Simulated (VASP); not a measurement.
**MoS2: relaxation of the atoms with optB88-vdW**

MoS2:

```
Mo S
1.0
     3.16900    0.00000    0.00000
    -1.58450    2.74443    0.00000
     0.00000    0.00000   12.32400
Mo S
2 4
Direct
  0.33333 0.66667 0.25000
  0.66667 0.33333 0.75000
  0.33333 0.66667 0.62300
  0.66667 0.33333 0.12300
  0.33333 0.66667 0.87700
  0.66667 0.33333 0.37700
```

```yaml
Program: VASP 6.6.1
Task: relaxation of the atoms
Functional: optB88-vdW
Potentials_or_basis: VASP PAW PBE potentials, release 64 (Mo_sv, S)
Cutoff: 520 eV
k_mesh: 12 × 12 × 3
Occupations: gaussian, width 0.05 eV
Spin: no spin polarisation
Further_INCAR_settings: ALGO = Normal; EDIFF = 1e-06; IBRION = 2; EDIFFG = -0.01; NSW = 60
```

```
Energy gained by relaxing : 0.7 meV/atom
Ionic steps               : 3
Pressure after relaxing   : 1.8 GPa
Band gap on the k mesh    : 0.87 eV, indirect (least direct gap 1.67 eV)
```

Stress tensor (GPa, compression positive):
```
2.22 0.00 0.00
0.00 2.22 0.00
0.00 0.00 0.82
```

The path:
| step | energy change (eV) | largest force (eV/Å) | pressure (GPa) |
| --- | --- | --- | --- |
| 1 | 0.0000 | 0.1997 | 2.70 |
| 2 | -0.0041 | 0.0130 | 1.82 |
| 3 | -0.0041 | 0.0001 | 1.76 |

Final structure:
```
Mo S
1.0
     3.16900    0.00000    0.00000
    -1.58450    2.74443    0.00000
     0.00000    0.00000   12.32400
Mo S
2 4
Direct
  0.33333 0.66667 0.25000
  0.66667 0.33333 0.75000
  0.33333 0.66667 0.62216
  0.66667 0.33333 0.12216
  0.33333 0.66667 0.87784
  0.66667 0.33333 0.37784
```

Levels at points of the mesh, in eV from the valence-band top:
```csv
k point,band 23,band 24,band 25,band 26,band 27,band 28,band 29,band 30
"(0.00, 0.00, 0.00)",-2.04,-1.15,-1.15,0.00,2.13,2.13,2.16,2.16
"(0.50, 0.00, 0.00)",-1.66,-1.45,-1.32,-1.21,1.61,1.66,1.98,2.26
```

Run time: 2.4 min on 2 MPI ranks on AMD EPYC 9R45 96-Core Processor (Zen 5), with other jobs on the host, peak memory 0.55 GiB a rank.

The gap isn't set beside the measured one, since this odd mesh misses points on the zone boundary.

Caveat: the PAW data sets were made with another functional, which shifts forces and pressure a little; an odd mesh through Γ misses points on the zone boundary, where band edges often lie.
